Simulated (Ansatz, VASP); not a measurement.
## C: VASP beside Ansatz

```
C
1.0
     2.46530    0.00000    0.00000
    -1.23265    2.13501    0.00000
     0.00000    0.00000   32.74054
C
4
Direct
  0.00000 0.00000 0.44801
  0.66667 0.33333 0.44800
  0.00000 0.00000 0.55199
  0.33333 0.66667 0.55200
```

Alike in both runs: functional PBE; dispersion D3(BJ); k mesh 21 × 21 × 1; occupations gaussian, width 0.1 eV; no spin polarisation.

Ansatz relaxed the structure, and its values are those at the end. VASP's run is a single point on that final structure, the one shown.

|  | VASP | Ansatz |
| --- | --- | --- |
| version | VASP 6.6.1 | Ansatz 0.2.0 |
| potentials or method | VASP PAW PBE potentials, release 64 (C) | scalar-relativistic, plane waves, PAW |
| plane-wave cutoff (eV) | 520 | 420 |
| valence electrons in the cell | 16 | 16 |

|  | VASP | Ansatz | Ansatz less VASP |
| --- | --- | --- | --- |
| gap on the k mesh at the Fermi level (eV) | none | none | - |
| work function, face that differs most (eV) | 4.27 | 4.27 | 0.000 |

A gap of «none» marks a metal or a gap that the smearing closes. Ansatz warned: «xc_potential_rough_in_thin_density».
